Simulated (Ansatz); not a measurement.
**Te2Mo (2H monolayer): the G0W0 gap against the k mesh**

Aim: the G0W0 gap of Te2Mo (2H monolayer) on a series of meshes, at fixed bands and cutoff.

Method: G0W0 on PBE, plane waves, PAW, in Ansatz 0.2.0.

**1. The starting structure**

The cell holds 3 atoms: 1 Mo and 2 Te. Its edges and angles: a = 3.555 Å, b = 3.555 Å, c = 30.400 Å, α = 90.0°, β = 90.0°, γ = 120.0°. Vacuum lies along c.

The structure was relaxed with PBE. The runs that relaxed it are not among those shown. Spin-orbit coupling is left out unless a step names it. The default PAW set here is soft_1. Its files were made with PBE. The Coulomb interaction is cut off across the vacuum.

**2. The 3×3×1 mesh**

Now the one-shot GW correction: screening in the RPA, then the self-energy of the levels asked for.

Input file input.yaml:

```yaml
crystal:
  lattice:
    - [3.5551949043, 0.0, 0.0]
    - [-1.7775974521, 3.0788891025, 0.0]
    - [0.0, 0.0, 30.4]
  atoms:
    - { symbol: Mo, position: [0.3333333333, 0.6666666667, 0.5] }
    - { symbol: Te, position: [0.6666666667, 0.3333333333, 0.5594649961] }
    - { symbol: Te, position: [0.6666666667, 0.3333333333, 0.4405350039] }
  periodic: [true, true, false]
kpoints:
  mp_grid: { grid: [3, 3, 1] }
hamiltonian:
  xc: pbe
  pseudopotentials: { kind: paw, azcp: { folder: "./paw" } }
scf:
  occupations: { method: fixed }
gw:
  n_empty_bands: 405
  ecut_chi: 66.0
  qp_bands: [v2, c2]
  qp_kpoints: band_edges
  screening: { model: contour_deformation }
```

Run with:

```console
ansatz run input.yaml --threads 3 --pin off --max-ram 92160MiB --backend cuda --events-out ev --progress --plain --runs-dir out --devices 1 --max-vram 13GiB
```

Numbers of over 12 decimals in the logs are rounded to 6 here.

The log of the run:

```text
GPUs: using 1 of 1 available (devices: 1).
Engine: ansatz 0.2.0, x86_64-unknown-linux-gnu
Pseudopotentials: kind: paw
Pseudopotential: Mo, paw, valence charge 14, recommended cutoff 420 eV (normal), <dir>
Pseudopotential: Te, paw, valence charge 16, recommended cutoff 420 eV (normal), <dir>
Functional definition: PBE
  parameter kappa = 0.804
  parameter beta = 0.066725
  exchange = pbe_x(kappa = kappa, mu = beta*pi^2/3)
  correlation = pbe_c(beta = beta)
device memory: the entry about to start is reckoned to put 2.9 GiB on a device that reports 65.0 GiB free (of which the cap on the GPU budget leaves the run 13.0 GiB)
GPU FFT provider: cuFFT
GPU libraries: cuBLAS 13.8.2, cuFFT 12.4.0, cuSOLVER 12.3.4
Crystal: 3 atoms, lattice volume = 332.760 Å³
Basis set: ecut = 420 eV, 6407 PW (Γ)
Bands: 28, of which v1, the nominal top of the filled ones, is band 23 counted from 1 (22 counted from 0)
Symmetry: 12 space group operations
Space group: P-6m2 (ITA 187), of the structure as read, at distance tolerance 6.9e-5 Å
k-points: 3 of 9 (time reversal used)
Non-local potential: Mo, projectors of the file, l = 0: 3, l = 1: 2, l = 2: 2, l = 3: 1
Non-local potential: Te, projectors of the file, l = 0: 2, l = 1: 2, l = 2: 2, l = 3: 1
PAW form: soft (Blöchl's): semilocal exchange-correlation on the pseudo side does not see the compensation charge
PAW one-centre angular grid: Mo, 590 points (default); XC on 64 Gauss nodes
PAW one-centre angular grid: Te, 590 points (default); XC on 64 Gauss nodes
Initial density: superposition of atomic densities (neutral atoms: chi_scale 0, normalization atom)
Initial wavefunctions: pseudopotential atomic-orbital guess
GPU buffer pool allocated for 124416 grid points (all kernels)
GPU transforms: local potential and band sums: pruned to the plane-wave sphere, on 24×24×216
Functional: x = pbe(κ = 0.804, μ = 0.219515), c = pbe(β = 0.066725)
SCF iter   1: F=—  HF=-18917.676014 eV  |F-HF|=—  |Δ(HF+E_count)|=         —  Δρ=2.21e-2  dr2=2.23e0  ethr=3.10e-3  ⟨swp⟩=7.0  Hψ=388  notcnv=0  defer=9
preconditioner: auto → Resta (q_TF=auto, 1.962 Å⁻¹)  ε∞=2.3  [insulator: Δε(μ)=1.106 eV  Ē_g=7.684 eV  n_scr=18 (ndim 8)  ℏωp=8.6 eV  f_vac=0.739  ε∞_Penn≈2.3  vacuum switching on, ρ_ref=4.3e-3 e/Å³]
SCF iter   2: F=—  HF=-18917.292407 eV  |F-HF|=—  |Δ(HF+E_count)|=   3.84e-1  Δρ=1.28e-2  dr2=2.03e0  ethr=3.10e-3  ⟨swp⟩=4.0  Hψ=194  notcnv=0  defer=7
SCF iter   3: F=—  HF=-18917.155459 eV  |F-HF|=—  |Δ(HF+E_count)|=   1.37e-1  Δρ=1.03e-2  dr2=7.43e-1  ethr=3.10e-3  ⟨swp⟩=3.3  Hψ=118  notcnv=0  defer=9
SCF iter   4: F=—  HF=-18917.086439 eV  |F-HF|=—  |Δ(HF+E_count)|=   6.90e-2  Δρ=5.45e-3  dr2=1.78e-1  ethr=1.62e-3  ⟨swp⟩=2.0  Hψ=115  notcnv=0  defer=9
SCF iter   5: F=—  HF=-18917.069859 eV  |F-HF|=—  |Δ(HF+E_count)|=   1.66e-2  Δρ=7.39e-4  dr2=1.48e-3  ethr=3.86e-4  ⟨swp⟩=3.0  Hψ=119  notcnv=0  defer=9
SCF iter   6: F=—  HF=-18917.071367 eV  |F-HF|=—  |Δ(HF+E_count)|=   1.51e-3  Δρ=6.98e-4  dr2=1.59e-3  ethr=3.23e-6  ⟨swp⟩=3.0  Hψ=186  notcnv=0  defer=9
SCF iter   7: F=—  HF=-18917.071351 eV  |F-HF|=—  |Δ(HF+E_count)|=   1.56e-5  Δρ=5.23e-4  dr2=5.77e-4  ethr=3.23e-6  ⟨swp⟩=3.0  Hψ=185  notcnv=0  defer=9
SCF iter   8: F=—  HF=-18917.071146 eV  |F-HF|=—  |Δ(HF+E_count)|=   2.05e-4  Δρ=1.98e-4  dr2=6.59e-5  ethr=1.25e-6  ⟨swp⟩=3.3  Hψ=183  notcnv=0  defer=8
SCF iter   9: F=—  HF=-18917.071120 eV  |F-HF|=—  |Δ(HF+E_count)|=   2.55e-5  Δρ=6.85e-5  dr2=1.06e-5  ethr=1.43e-7  ⟨swp⟩=3.0  Hψ=190  notcnv=0  defer=9
SCF iter  10: F=—  HF=-18917.071117 eV  |F-HF|=—  |Δ(HF+E_count)|=   3.92e-6  Δρ=7.68e-6  dr2=2.95e-7  ethr=2.31e-8  ⟨swp⟩=3.0  Hψ=168  notcnv=0  defer=9
SCF iter  11: F=-18917.071116 eV  HF=-18917.071116 eV  |F-HF|=6.50e-9  |Δ(HF+E_count)|=   1.11e-7  Δρ=3.69e-6  dr2=1.77e-8  ethr=2.17e-10  ⟨swp⟩=19.7  Hψ=540  notcnv=0
SCF 1 converged in 11 iterations: F = -18917.071116 eV  dr2 = 1.77e-8
[...]
device memory: the entry about to start is reckoned to put 4.0 GiB on a device that reports 65.4 GiB free (of which the cap on the GPU budget leaves the run 13.0 GiB)
NSCF: frozen V_eff on 3 k-points
[...]
device memory: the entry about to start is reckoned to put 6.6 GiB on a device that reports 64.9 GiB free (of which the cap on the GPU budget leaves the run 13.0 GiB)
NSCF: frozen V_eff on 3 k-points
G₀W₀ screening: q 1/3
[... further progress lines ...]
device memory: the entry about to start is reckoned to put 0.9 GiB on a device that reports 59.1 GiB free (of which the cap on the GPU budget leaves the run 13.0 GiB)
NSCF: frozen V_eff on 1 k-points
SCF converged after 11 iterations
Free energy (F): -18917.071116 eV
Harris-Foulkes:  -18917.071116 eV  (|F-HF|=6.50e-9)
Internal energy: -18917.071116 eV  (E = F + TS)
E sigma→0 (E₀):  -18917.071116 eV
Fermi energy:    -4.715518 eV
--- Per-component energies (eV) ---
  E_band       = -1358.763726
  E_kinetic    = 766.278816
  E_local      = -104854.156858  (includes V_loc(G=0)·N_el)
  E_nonlocal   = 282.574295
  E_hartree    = 51911.615794
  E_xc         = -420.237532
  E_vxc        = -422.404399  (∫ρ·V_xc dr)
  E_paw        = -12556.084246  (= ΣΔE_a)
  E_vpaw       = -954.282759  (= ΣTr[D̂ρ^β])
  E_aug_tail   = 0.000227  (compensation charges beyond the density's cutoff)
  E_ewald      = 45952.938387
  E_smearing   = -0.000000  (= −TS)
  E_closure    = -0.000000  (closes the sum)
  Σ components = -18917.071116   (vs F -18917.071116, Δ=0.00e0)
--- Band table (eV) ---
  k-point 0: bands = [... 19 lower, -6.3704, -5.6611, -5.6611, -5.2663, -1.8078 (-1.8078°), -1.8078 (-1.8078°), -1.5208, -1.5208, ... 1 higher]
  k-point 1: bands = [... 19 lower, -6.7941, -6.2969, -5.7126, -5.4732, -3.3073, -3.0335, -2.1831, -1.2542, ... 1 higher]
  k-point 2: bands = [... 19 lower, -7.7917, -7.7253, -6.5548, -4.7155, -3.6860, -2.9270, -2.2201, -0.7891, ... 1 higher]
  ° read free of the cell's end (the report's vacuum.weakly_bound_levels)
--- G₀W₀: contour deformation, 7 samples at zero and on the imaginary axis and 1 off it, 9 q-points, 405 empty bands' worth ---
  eigenvalues of the whole cell's RPA ε∞ on this k-mesh (on a slab, of 1 + 4πα/V) = 1.1993, 6.3001, 6.3001; static W/v taken at q = 0 is 0.354467
  bands read: the sum over 428 bands ends inside a degenerate multiplet in 1 slot, whose members it reads at an even weight; the widest, k=0: bands 428 to 429 (counted from 1) at 1/2 each
  gw.qp_kpoints: band_edges: 3 of 3 stored k-points solved, in 1 pass; an edge of the gap read off the rows below is read off those points alone
    ik  band        ε_KS         Σx   Σc(E_QP)       V_xc       Z   E_QP_lin       E_QP  E_QP is
     0    22     -5.6611   -19.8118     1.3230   -18.6819  0.6574    -5.4705    -5.4680  root
     0    23     -5.2663   -17.5562     0.6835   -16.9900  0.6549    -5.1499    -5.1489  root
     0    24     -1.8078   -12.4884    -3.9378   -16.8158  0.6653    -1.4020    -1.4182  root
     0    25     -1.8078   -12.4884    -3.9378   -16.8158  0.6653    -1.4020    -1.4182  root
     1    22     -5.7126   -17.7281     1.1622   -16.6371  0.6432    -5.6417    -5.6413  root
     1    23     -5.4732   -18.0085     1.4998   -16.5353  0.6601    -5.4467    -5.4466  root
     1    24     -3.3073   -13.5244    -4.0117   -17.9736  0.6504    -2.8495    -2.8698  root
     1    25     -3.0335   -14.3780    -3.8188   -18.6669  0.6508    -2.5381    -2.5634  root
     2    22     -6.5548   -18.1796     2.0579   -16.0814  0.6476    -6.5951    -6.5949  root
     2    23     -4.7155   -18.6523     0.8002   -18.0232  0.6492    -4.5464    -4.5444  root
     2    24     -3.6860   -14.6593    -4.3449   -19.5532  0.6417    -3.1026    -3.1371  root
     2    25     -2.9270   -12.8996    -3.8679   -17.1887  0.6679    -2.4879    -2.5059  root
```

It took 25 s on 1 × NVIDIA H100 80GB HBM3 (shared by 6 runs) with 3 threads of AMD EPYC 7R13 (Zen 3), shared host; peak memory 1.3 GiB.

This step gave:

```
bands summed                                 : 428
plane waves in the screening matrix          : 419
q-points in the mesh                         : 9
G0W0 gap on the mesh                         : 1.407 eV
k of the valence top                         : 0.3333, 0.3333, 0
k of the conduction bottom                   : 0.3333, 0.3333, 0
starting gap on the mesh                     : 1.029 eV
Z at the valence top                         : 0.6492
Z at the conduction bottom                   : 0.6417
least direct G0W0 gap on the computed points : 1.407 eV
```

The gap on the mesh goes from 1.03 eV to 1.41 eV, a correction of +0.38 eV. Between the two edge states, bare exchange in place of the xc potential would open the gap by 5.52 eV, and correlation takes back 5.15 eV.

**3. The 6×6×1 mesh**

Only the mesh changes. It samples the long-range screening, which converges on its own terms.

input.yaml, as its differences from that of step 2:

```diff
@@ -11,3 +11,3 @@
 kpoints:
-  mp_grid: { grid: [3, 3, 1] }
+  mp_grid: { grid: [6, 6, 1] }
 hamiltonian:
```

The log of the run:

```text
GPUs: using 1 of 1 available (devices: 1).
[...]
GPU FFT provider: cuFFT
GPU libraries: cuBLAS 13.8.2, cuFFT 12.4.0, cuSOLVER 12.3.4
Crystal: 3 atoms, lattice volume = 332.760 Å³
Basis set: ecut = 420 eV, 6407 PW (Γ)
Bands: 28, of which v1, the nominal top of the filled ones, is band 23 counted from 1 (22 counted from 0)
[... 1 set-up line as in the run before ...]
[...]
k-points: 7 of 36 (time reversal used)
[...]
GPU buffer pool allocated for 124416 grid points (all kernels)
[...]
SCF iter   1: F=—  HF=-18917.616973 eV  |F-HF|=—  |Δ(HF+E_count)|=         —  Δρ=2.40e-2  dr2=2.65e0  ethr=3.10e-3  ⟨swp⟩=7.3  Hψ=985  notcnv=0  defer=21
[...]
SCF iter  10: F=-18916.954653 eV  HF=-18916.954653 eV  |F-HF|=5.42e-9  |Δ(HF+E_count)|=   3.64e-8  Δρ=1.24e-6  dr2=7.26e-9  ethr=2.17e-10  ⟨swp⟩=2.7  Hψ=406  notcnv=0
SCF 1 converged in 10 iterations: F = -18916.954653 eV  dr2 = 7.26e-9
[...]
0    22     -5.7414   -19.6387     1.0053   -18.7591  0.6940    -5.6163    -5.6157  root
     0    23     -5.3201   -17.8394     0.8118   -17.0519  0.6861    -5.2958    -5.2957  root
     0    24     -1.8288   -12.5412    -3.7601   -16.7715  0.6881    -1.3411    -1.3586  root
     0    25     -1.8288   -12.5412    -3.7601   -16.7715  0.6881    -1.3411    -1.3586  root
     1    22     -5.6895   -16.0750     1.3839   -14.3989  0.7166    -5.9858    -5.9817  root
     1    23     -5.4117   -18.2594     0.8658   -17.4432  0.6836    -5.3621    -5.3620  root
     1    24     -2.9211   -12.4284    -3.6738   -16.5644  0.6933    -2.4443    -2.4589  root
     1    25     -2.7116   -13.1600    -3.6881   -17.4275  0.7074    -2.1119    -2.1322  root
[...]
6    22     -6.5922   -18.2858     1.9783   -16.1489  0.6768    -6.7523    -6.7508  root
     6    23     -4.8685   -18.2859     0.2991   -18.1093  0.6847    -4.7466    -4.7461  root
     6    24     -3.7930   -15.2986    -3.6490   -19.5793  0.6796    -3.1391    -3.1614  root
     6    25     -2.9893   -12.8837    -3.7425   -17.1973  0.7030    -2.3992    -2.4182  root
[key lines of the parts left out:]
SCF converged after 10 iterations
Free energy (F): -18916.954653 eV
Fermi energy:    -4.868548 eV
```

The job ended after 37 s (1 × NVIDIA H100 80GB HBM3 (shared by 6 runs) with 3 threads; peak memory 1.7 GiB).

This step gave:

| Property | Result |
| --- | --- |
| bands summed | 428 |
| plane waves in the screening matrix | 419 |
| q-points in the mesh | 36 |
| G0W0 gap on the mesh | 1.585 eV |
| k of the valence top | 0.3333, 0.3333, 0 |
| k of the conduction bottom | 0.3333, 0.3333, 0 |
| starting gap on the mesh | 1.076 eV |
| Z at the valence top | 0.6847 |
| Z at the conduction bottom | 0.6796 |
| least direct G0W0 gap on the computed points | 1.585 eV |

Against the run with 3×3×1 mesh, 405 empty bands, screening to 66 eV, the gap moves by +0.18 eV, while the start moved by +0.05 eV.

**4. The 9×9×1 mesh**

input.yaml, as its differences from that of step 3:

```diff
@@ -11,3 +11,3 @@
 kpoints:
-  mp_grid: { grid: [6, 6, 1] }
+  mp_grid: { grid: [9, 9, 1] }
 hamiltonian:
```

The log of the run:

```text
GPUs: using 1 of 1 available (devices: 1).
[...]
GPU FFT provider: cuFFT
GPU libraries: cuBLAS 13.8.2, cuFFT 12.4.0, cuSOLVER 12.3.4
Crystal: 3 atoms, lattice volume = 332.760 Å³
Basis set: ecut = 420 eV, 6407 PW (Γ)
Bands: 28, of which v1, the nominal top of the filled ones, is band 23 counted from 1 (22 counted from 0)
[... 1 set-up line as in the run before ...]
[...]
k-points: 12 of 81 (time reversal used)
[...]
1    25     -2.3878   -12.3021    -3.7908   -16.5387  0.6789    -1.9254    -1.9422  root
[...]
11    22     -6.5917   -18.2949     1.9728   -16.1484  0.6801    -6.7673    -6.7653  root
    11    23     -4.8689   -18.2106     0.2211   -18.1092  0.6886    -4.7495    -4.7491  root
    11    24     -3.7915   -15.3758    -3.5637   -19.5789  0.6837    -3.1333    -3.1521  root
    11    25     -2.9885   -12.8840    -3.7223   -17.1974  0.7067    -2.3800    -2.3974  root
[key lines of the parts left out:]
SCF converged after 10 iterations
Free energy (F): -18916.956360 eV
Fermi energy:    -4.868881 eV
```

Run time: 81 s. Hardware: 1 × NVIDIA H100 80GB HBM3 (shared by 6 runs) with 3 threads; peak memory 2.2 GiB.

This step gave:

```yaml
bands_summed: 428
plane_waves_in_the_screening_matrix: 419
g0w0_gap_on_the_mesh: 1.597 eV
k_of_the_valence_top: 0.3333, 0.3333, 0
k_of_the_conduction_bottom: 0.3333, 0.3333, 0
starting_gap_on_the_mesh: 1.077 eV
least_direct_g0w0_gap_on_the_computed_points: 1.597 eV
```

Against the run with 6×6×1 mesh, 405 empty bands, screening to 66 eV, the gap moves by +0.012 eV.

**5. The 12×12×1 mesh**

input.yaml, as its differences from that of step 4:

```diff
@@ -11,3 +11,3 @@
 kpoints:
-  mp_grid: { grid: [9, 9, 1] }
+  mp_grid: { grid: [12, 12, 1] }
 hamiltonian:
```

The log of the run:

```text
GPUs: using 1 of 1 available (devices: 1).
[...]
GPU FFT provider: cuFFT
GPU libraries: cuBLAS 13.8.2, cuFFT 12.4.0, cuSOLVER 12.3.4
Crystal: 3 atoms, lattice volume = 332.760 Å³
Basis set: ecut = 420 eV, 6407 PW (Γ)
Bands: 28, of which v1, the nominal top of the filled ones, is band 23 counted from 1 (22 counted from 0)
[... 1 set-up line as in the run before ...]
[...]
k-points: 19 of 144 (time reversal used)
[...]
1    25     -2.0991   -12.3122    -3.8760   -16.6271  0.6658    -1.6534    -1.6603  root
[...]
18    22     -6.5916   -18.2966     1.9722   -16.1485  0.6808    -6.7695    -6.7675  root
    18    23     -4.8689   -18.1915     0.2029   -18.1093  0.6895    -4.7487    -4.7482  root
    18    24     -3.7915   -15.3964    -3.5423   -19.5790  0.6846    -3.1333    -3.1512  root
    18    25     -2.9884   -12.8837    -3.7181   -17.1974  0.7075    -2.3760    -2.3929  root
[key lines of the parts left out:]
SCF converged after 10 iterations
Free energy (F): -18916.956351 eV
Fermi energy:    -4.868926 eV
```

The job ended after 3.5 min (1 × NVIDIA H100 80GB HBM3 (shared by 6 runs) with 3 threads; peak memory 2.8 GiB).

This step gave:

```yaml
bands_summed: 428
plane_waves_in_the_screening_matrix: 419
g0w0_gap_on_the_mesh: 1.597 eV
k_of_the_valence_top: 0.3333, 0.3333, 0
k_of_the_conduction_bottom: 0.3333, 0.3333, 0
starting_gap_on_the_mesh: 1.077 eV
least_direct_g0w0_gap_on_the_computed_points: 1.597 eV
```

Against the run with 9×9×1 mesh, 405 empty bands, screening to 66 eV, the gap moves by +0.000 eV.

**6. The meshes together**

Times are wall times on 1 × NVIDIA H100 80GB HBM3 (shared by 6 runs) with 3 threads of AMD EPYC 7R13 (Zen 3), shared host. The host was busy with other work, so they are no guide to cost.

| mesh | points | irreducible | start (eV) | G0W0 (eV) | shift (eV) | mean of 1 + 4πα/V (set by the cell height) | time |
| --- | --- | --- | --- | --- | --- | --- | --- |
| 3×3×1 | 9 | 3 | 1.029 | 1.407 | +0.378 | 4.60 | 25 s |
| 6×6×1 | 36 | 7 | 1.076 | 1.585 | +0.509 | 4.01 | 37 s |
| 9×9×1 | 81 | 12 | 1.077 | 1.597 | +0.520 | 3.89 | 81 s |
| 12×12×1 | 144 | 19 | 1.077 | 1.597 | +0.520 | 3.88 | 3.5 min |

**7. Outcome**

```json
{
 "3×3×1": "1.407 eV (shift +0.378)",
 "6×6×1": "1.585 eV (shift +0.509)",
 "9×9×1": "1.597 eV (shift +0.520)",
 "12×12×1": "1.597 eV (shift +0.520)",
 "settings": "PBE start, 405 empty bands, 66 eV"
}
```

**Reading.** The shift is +0.38 eV on 3×3×1 and +0.52 eV on 12×12×1; the last step moves it by −0.0001 eV. The mean of 1 + 4πα/V (set by the cell height) ranges from 3.88 to 4.60 and ends at 3.88; the coarsest mesh overstates it. From 9 to 144 points the time grows 8.3-fold. Bands and cutoff are modest here, so the values stand off the basis limit. The many-body steps are scalar-relativistic: spin-orbit coupling is not in them.

[Paths, hosts, dates, memory and timing lines, banners, echoed tables and standing remarks are left out of the program output.]

[Logs are printed without paths, hosts, clocks, repeated set-up lines and the standing remarks that a program may print on its own settings, such as how far it seeks lower states.]

[Runs of the session that timed out or met a known fault of the program may be left out.]

[Cells called generated may have been cut or substituted from an entry of the Crystallography Open Database or the Materials Project.]

[Hosts, paths, dates, database ids (printed as entryN), source tags and the programs' standing remarks are cut or masked in the printed files.]
